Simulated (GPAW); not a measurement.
The system is BaTiO3.

```
Ba Ti O
1.0
     3.99980    0.00000    0.00000
     0.00000    3.99980    0.00000
     0.00000    0.00000    4.01800
Ba Ti O
1 1 3
Direct
  0.00000 0.00000 0.00000
  0.50000 0.50000 0.49000
  0.00000 0.50000 0.51700
  0.50000 0.00000 0.51700
  0.50000 0.50000 0.01900
```

* Program: GPAW 26.7.0
* Task: relaxation of cell and atoms
* Functional: SCAN
* Potentials or basis: GPAW PAW data sets (gpaw-data 1.2.1)
* Cutoff: 800 eV
* Basis: pw
* k mesh: 4 × 4 × 4
* Occupations: fermi-dirac, width 0.05 eV
* Spin: no spin polarisation

At the start: pressure 0.1 GPa; volume 12.86 Å³/atom.

Q: Where does the relaxation end?

A: Over 20 steps the energy falls by 5.2 meV/atom and the volume is 13.05 Å³/atom (+1.5 %); space group P4mm (No. 99, to 0.05 Å).

Step by step:
| step | energy change (eV) | largest force (eV/Å) | pressure (GPa) | volume (Å³) |
| --- | --- | --- | --- | --- |
| 1 | 0.0000 | 0.3179 | 0.08 | 64.28 |
| 2 | -0.0020 | 0.2344 | 0.18 | 64.29 |
| 3 | -0.0075 | 0.0797 | 0.63 | 64.33 |
| 4 | -0.0094 | 0.1004 | 0.93 | 64.39 |
| 5 | -0.0112 | 0.1790 | 1.01 | 64.49 |
| 6 | -0.0053 | 0.7844 | 1.09 | 65.10 |
| 7 | -0.0190 | 0.1776 | 0.43 | 64.86 |
| 8 | -0.0212 | 0.0951 | 0.07 | 64.98 |
| 9 | -0.0230 | 0.0599 | -0.43 | 65.17 |
| 10 | -0.0233 | 0.0538 | -0.48 | 65.19 |
| 11 | -0.0244 | 0.0971 | -0.43 | 65.21 |
| 12 | -0.0247 | 0.0918 | -0.25 | 65.16 |
| 13 | -0.0249 | 0.0611 | -0.02 | 65.10 |
| 14 | -0.0250 | 0.0419 | 0.11 | 65.07 |
| 15 | -0.0251 | 0.0464 | 0.20 | 65.06 |
| 16 | -0.0252 | 0.0431 | 0.20 | 65.08 |
| 17 | -0.0254 | 0.0343 | 0.15 | 65.11 |
| 18 | -0.0256 | 0.0388 | 0.09 | 65.17 |
| 19 | -0.0258 | 0.0335 | 0.03 | 65.23 |
| 20 | -0.0259 | 0.0166 | 0.02 | 65.25 |

Final structure:
```xyz
5
Lattice="3.9751 0.0000 0.0000 0.0000 3.9751 0.0000 0.0000 0.0000 4.1296" Properties=species:S:1:pos:R:3 pbc="T T T"
Ba    0.0000    0.0000   -0.0210
Ti    1.9876    1.9876    1.9673
O     0.0000    1.9876    2.1411
O     1.9876    0.0000    2.1411
O     1.9876    1.9876    0.1460
```

Caveat: the k mesh is coarse; later steps reuse the first step's grids; the PAW data sets were made with another functional, which shifts forces and pressure a little.
